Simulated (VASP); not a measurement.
Crystal: LiH.

```
Li H
1.0
     0.00000    2.03675    2.03675
     2.03675    0.00000    2.03675
     2.03675    2.03675    0.00000
Li H
1 1
Direct
  0.00000 0.00000 0.00000
  0.50000 0.50000 0.50000
```

- Program: VASP 6.6.1
- Task: single point
- Functional: PBE
- Potentials or basis: VASP PAW PBE potentials, release 64 (Li_sv, H)
- Cutoff: 520 eV
- k mesh: 11 × 11 × 11
- Occupations: fermi-dirac, width 0.05 eV
- Spin: no spin polarisation

On this cell: largest force zero by symmetry; band gap on the k mesh 3.20 eV, direct.

The same run follows on a disturbed copy (atoms moved at random, drawn with an rms of 0.05 Å):

```
Li H
1.0
     0.00000    2.03675    2.03675
     2.03675    0.00000    2.03675
     2.03675    2.03675    0.00000
Li H
1 1
Cartesian
  -0.0071 0.0257 0.0170
  2.0424 2.0395 2.0262
```

What changes?

The energy moves by +0.3 meV/atom; largest force 0.035 eV/Å; band gap on the k mesh 3.20 eV, direct.

Forces in eV/Å, atoms in the order of the input:
```
Li   0.012 -0.021 -0.025
H   -0.012  0.021  0.025
```

Caveats: an odd mesh through Γ misses points on the zone boundary, where band edges often lie.
